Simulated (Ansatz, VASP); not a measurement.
**One calculation of AlN, two programs**

Contents of INCAR:

```
SYSTEM = AlN
PREC = Accurate
ENCUT = 520
EDIFF = 1E-6
ISMEAR = 0
SIGMA = 0.01
LREAL = .False.
LASPH = .True.
NELM = 100
ALGO = Normal
ISIF = 2
LWAVE = .False.
LCHARG = .False.
GGA = PE
IBRION = 2
NSW = 80
EDIFFG = -0.003
```

Contents of KPOINTS:

```
regular mesh
0
Gamma
  9 9 6
  0 0 0
```

File POSCAR:

```
AlN
1.0
    3.1130000000      0.0000000000      0.0000000000
   -1.5565000000      2.6959370820      0.0000000000
    0.0000000000      0.0000000000      4.9810000000
Al N
2 2
Direct
    0.3333333333      0.6666666667      0.0000000000
    0.6666666667      0.3333333333      0.5000000000
    0.3333333333      0.6666666667      0.3800000000
    0.6666666667      0.3333333333      0.8800000000
```

Input for Ansatz:

```yaml
crystal:
  lattice:
    - [3.113, 0.0, 0.0]
    - [-1.5565, 2.695937082, 0.0]
    - [0.0, 0.0, 4.981]
  atoms:
    - { symbol: Al, position: [0.3333333333, 0.6666666667, 0.0] }
    - { symbol: Al, position: [0.6666666667, 0.3333333333, 0.5] }
    - { symbol: "N", position: [0.3333333333, 0.6666666667, 0.38] }
    - { symbol: "N", position: [0.6666666667, 0.3333333333, 0.88] }
scf:
  occupations: { method: fixed }
output:
  forces: true
  stress: true
  eigenvalues: true
  write_density: true
  write_potential: true
  elf: true
  volumetric_format: npy
kpoints:
  mp_grid: { grid: [9, 9, 6] }
relax:
  f_tol: 0.003
  max_steps: 60
```

Alike in both runs: task relaxation of the atoms; functional PBE; k mesh 9 × 9 × 6; no spin polarisation.

```csv
,VASP,Ansatz
version,VASP 6.6.1,Ansatz 0.2.0
potentials or method,"VASP PAW PBE potentials, release 64 (Al, N)","scalar-relativistic, plane waves, PAW"
plane-wave cutoff (eV),520,420
occupations,"gaussian, width 0.01 eV",fixed
valence electrons in the cell,16,16
```

```tsv
	VASP	Ansatz	Ansatz less VASP
gap on the k mesh at the Fermi level, each at its own relaxed structure (eV)	4.19	4.18	-0.010
```

Ansatz warned: «stress_scf_threshold_loose».

Caveats: an odd mesh through Γ misses points on the zone boundary, where band edges often lie. As with any semilocal functional, this PBE gap is likely too small.
